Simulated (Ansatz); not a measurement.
This cell of BeO (wurtzite) is off equilibrium:

```xyz
4
Lattice="2.7118 0.0000 0.0000 -1.3559 2.3485 0.0000 0.0000 0.0000 4.4046" Properties=species:S:1:pos:R:3 pbc="T T T"
Be     1.3559     0.7828     0.0066
Be     0.3000     1.5657     2.2088
O      1.3559     0.7828     2.7472
O      0.0000     1.5657     0.5449
```

All values below come from PBE (plane waves to 420 eV, PAW, scalar-relativistic; Ansatz, a first-principles code). k mesh 11×11×6 (Γ-centred), Fermi-Dirac smearing 0.05 eV. The energy includes the smearing's −TS. Compression counts positive. BeO was relaxed with its symmetry unable to fall.

What forces act on the atoms (eV/Å, Cartesian)?


```tsv
atom	Fx	Fy	Fz
Be1	0.075	-0.042	-0.042
Be2	-3.789	1.925	-1.283
O3	3.182	-1.880	1.196
O4	0.532	-0.003	0.128
```

Give the stress tensor in GPa and the pressure.


```
   12.5     -7.9      4.9
   -7.9      6.7     -5.3
    4.9     -5.3      3.1
```
The pressure, a third of the trace, is 7.4 GPa.

In it atom 2 sits (0.300, 0.000, 0.000) Å away from its relaxed site. What is its energy relative to the relaxed cell?

527 meV/cell.

(For displaced atoms, the force is minus the slope of the energy, and its curvature is a force constant, which sets phonon frequencies.)
